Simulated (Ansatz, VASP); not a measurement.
# One calculation of Rh, two programs

```
Rh
1.0
     0.00000    1.90155    1.90155
     1.88253    0.00000    1.90155
     1.88253    1.90155    0.00000
Rh
1
Direct
  0.00000 0.00000 0.00000
```

Change from the starting cell: strain -0.0100 x Voigt [1, 0, 0, 0, 0, 0], atoms carried along.

Alike in both runs: task single point; functional LDA; k mesh 22 × 22 × 22; occupations gaussian, width 0.15 eV; no spin polarisation.

|  | VASP | Ansatz |
| --- | --- | --- |
| version | VASP 6.6.1 | Ansatz 0.2.0 |
| potentials or method | VASP PAW LDA potentials, release 64 (Rh_pv) | scalar-relativistic, plane waves, PAW |
| plane-wave cutoff (eV) | 520 | 420 |
| valence electrons in the cell | 15 | 17 |

Ansatz gave:

| Item | Value |
| --- | --- |
| gap on the k mesh at the Fermi level (eV) | none |
| pressure (GPa) | -8.5 |
| largest component of the traceless stress (GPa) | 1.68 |

Task: What did VASP give for the same quantities?

Result: gap on the k mesh at the Fermi level (eV): none; pressure (GPa): -7.6; largest component of the traceless stress (GPa): 1.67.

A gap of «none» marks a metal or a gap that the smearing closes. The two sets of potentials don't hold the same shells in valence.
